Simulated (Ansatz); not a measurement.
# What a trial cell of BiS₃ relaxes into

Computed with Ansatz 0.2.0, DFT PBE, scalar-relativistic, plane waves, PAW. Cutoff 420 eV, Γ-centred k mesh, Gaussian smearing, no spin polarisation in the final step.

The start puts BiS₃ on the Ni3Sn (D0_19) structure type (P6_3/mmc, No. 194), with Bi in place of Sn, S in place of Ni, at a guessed volume.

```yaml
crystal:
  lattice:
    - [6.49532, 0.00000, 0.00000]
    - [-3.24766, 5.62511, 0.00000]
    - [0.00000, 0.00000, 5.21350]
  atoms:
    - { symbol: Bi, position: [0.33333, 0.66667, 0.25000] }
    - { symbol: Bi, position: [0.66667, 0.33333, 0.75000] }
    - { symbol: S, position: [0.83300, 0.66600, 0.25000] }
    - { symbol: S, position: [0.16700, 0.83300, 0.75000] }
    - { symbol: S, position: [0.33400, 0.16700, 0.25000] }
    - { symbol: S, position: [0.16700, 0.33400, 0.75000] }
    - { symbol: S, position: [0.83300, 0.16700, 0.25000] }
    - { symbol: S, position: [0.66600, 0.83300, 0.75000] }
```

Cell and atoms relax at zero pressure; the relaxation can't lower the symmetry of the start. After a coarse first stage the cell is made exact in the group found at 0.06 Å.

Formation energies are uncorrected and refer to the elements' standard structures at the same level.

Which crystal results?

It keeps P6_3/mmc (No. 194). The result has the Ni3Sn (D0_19) structure. Conventional cell: a = 5.810 Å, c = 5.686 Å. Around Bi lie 6 S at 2.91 Å and 6 S at 3.25 Å; S has 2 S at 2.73 Å, 2 Bi at 2.91 Å, 2 S at 3.08 Å, 2 Bi at 3.25 Å and 4 S at 3.35 Å.

Space group P6_3/mmc (No. 194). a = 5.810 Å, b = 5.810 Å, c = 5.686 Å, α = 90.00°, β = 90.00°, γ = 120.00°
| atom | site | symmetry | x | y | z |
| --- | --- | --- | --- | --- | --- |
| Bi | 2c | -6m2 | 0.3333 | 0.6667 | 0.2500 |
| S | 6h | mm2 | 0.8235 | 0.6469 | 0.2500 |

What are its volume, energy, density and gap?

The volume per atom is 20.78 Å³. The density is 6.10 g/cm³ and the energy over the elements is 0.53 eV/atom. The gap on the 6×6×8 mesh is 0 eV (a metal).

The final run used a 6×6×8 mesh on its 8-atom cell and 0.10 eV smearing. The k mesh leaves about 4 meV/atom of noise in metals. Spin–orbit coupling is left out. A structure relaxed within its symmetry needn't be a true minimum.

Cost: 3 runs of about 2.6 core-minutes in all, on Arm Neoverse V1 (shared hosts).